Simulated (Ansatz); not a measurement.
## Straining Cr

Level of theory: DFT PBE, scalar-relativistic, plane waves, PAW in Ansatz 0.2.0. (420 eV cutoff, 18×18×18 k-mesh, Gaussian smearing of 0.10 eV, no spin polarisation)

The relaxed crystal:

```xyz
2
Lattice="2.8478 0.0000 0.0000 0.0000 2.8478 0.0000 0.0000 0.0000 2.8478" Properties=species:S:1:pos:R:3 pbc="T T T"
Cr    0.0000    0.0000    0.0000
Cr    1.4239    1.4239    1.4239
```

Deformation: uniaxial strain along a, with the lengths of b and c and the atoms relaxed and the angles held, all within the symmetry that the strain leaves. Energies are extrapolated to zero smearing. Stress is positive in compression, on the Cartesian axes of the cell above.

| strain (%) | ΔE (meV/atom) | a (Å) | b (Å) | c (Å) | σxx (GPa) | σyy (GPa) | σzz (GPa) |
| --- | --- | --- | --- | --- | --- | --- | --- |
| -6.0 | 62.2 | 2.677 | 2.891 | 2.891 | 29.38 | 0.00 | 0.00 |
| -4.0 | ? | 2.734 | ? | ? | ? | ? | ? |
| -2.0 | 6.5 | 2.791 | 2.861 | 2.861 | 9.02 | 0.00 | 0.00 |
| +0.0 | 0.0 | 2.848 | 2.848 | 2.848 | 0.06 | 0.06 | 0.06 |
| +2.0 | 6.0 | 2.905 | 2.836 | 2.836 | -8.09 | 0.00 | 0.00 |
| +4.0 | 22.7 | 2.962 | 2.824 | 2.824 | -15.07 | 0.00 | 0.00 |
| +6.0 | ? | 3.019 | ? | ? | ? | ? | ? |

(1) Fill in the row at -4.0 %.

(2) Fill in the row at +6.0 %.

Answers

(1) ΔE 26.7 meV/atom; b 2.876 Å; c 2.876 Å; σxx 18.81 GPa; σyy 0.00 GPa; σzz 0.00 GPa.

(2) ΔE 48.3 meV/atom; b 2.812 Å; c 2.812 Å; σxx -21.08 GPa; σyy 0.00 GPa; σzz 0.00 GPa.